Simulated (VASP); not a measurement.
Input:

```yaml
crystal:
  lattice:
    - [0.00000, 2.86661, 2.86661]
    - [2.86661, 0.00000, 2.86661]
    - [2.86661, 2.86661, 0.00000]
  atoms:
    - { symbol: Sr, position: [0.00000, 0.00000, 0.00000] }
    - { symbol: F, position: [0.25000, 0.25000, 0.25000] }
    - { symbol: F, position: [0.75000, 0.75000, 0.75000] }
```

These are LDA (Ceperley-Alder, Perdew-Zunger), VASP's LDA PAW potentials (set 64) (plane waves; VASP 6.6.1) values and carry that method's errors. Numerical set-up: 520 eV cut-off, 7×7×7 Γ-centred mesh, Gaussian smearing of 0.050 eV, potentials Sr_sv F.

### Question
Estimate the energy per atom (σ→0), pressure.

### Answer

```json
{
 "energy per atom (σ→0)": "-6.208 eV/atom",
 "pressure": "-2.39 GPa"
}
```

Only differences to runs with the same potentials and settings are physical.

The compound is SrF2 in the fluorite structure. This cell is one point of a volume scan, at 1.03 of the reference volume.
